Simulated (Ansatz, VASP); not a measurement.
Two plane-wave programs on AlRu4

```xyz
5
Lattice="4.3582 0.0000 0.0000 0.0000 4.3582 0.0000 0.0000 0.0000 4.3582" Properties=species:S:1:pos:R:3 pbc="T T T"
Al    0.0000    0.0000    0.0000
Ru    1.3063    3.0519    3.0519
Ru    3.0519    1.3063    3.0519
Ru    3.0519    3.0519    1.3063
Ru    1.3063    1.3063    1.3063
```

Change from the starting cell: species swapped into the SnI4 type (P-43m, No. 215).

Alike in both runs: functional PBE; k mesh 10 × 10 × 10; occupations gaussian, width 0.1 eV; no spin polarisation.

Ansatz relaxed the structure, and its values are those at the end. VASP's run is a single point on that final structure, the one shown.

|  | VASP | Ansatz |
| --- | --- | --- |
| version | VASP 6.6.1 | Ansatz 0.2.0 |
| potentials or method | VASP PAW PBE potentials, release 64 (Al, Ru_pv) | scalar-relativistic, plane waves, PAW |
| plane-wave cutoff (eV) | 520 | 420 |
| valence electrons in the cell | 59 | 67 |

```csv
,VASP,Ansatz,Ansatz less VASP
gap on the k mesh at the Fermi level (eV),none,none,-
pressure (GPa),0.0,0.0,-0.04
rms of the force components (eV/Å),0.012,0.001,-0.0106
```

A gap of «none» marks a metal or a gap that the smearing closes. The two sets of potentials don't hold the same shells in valence.
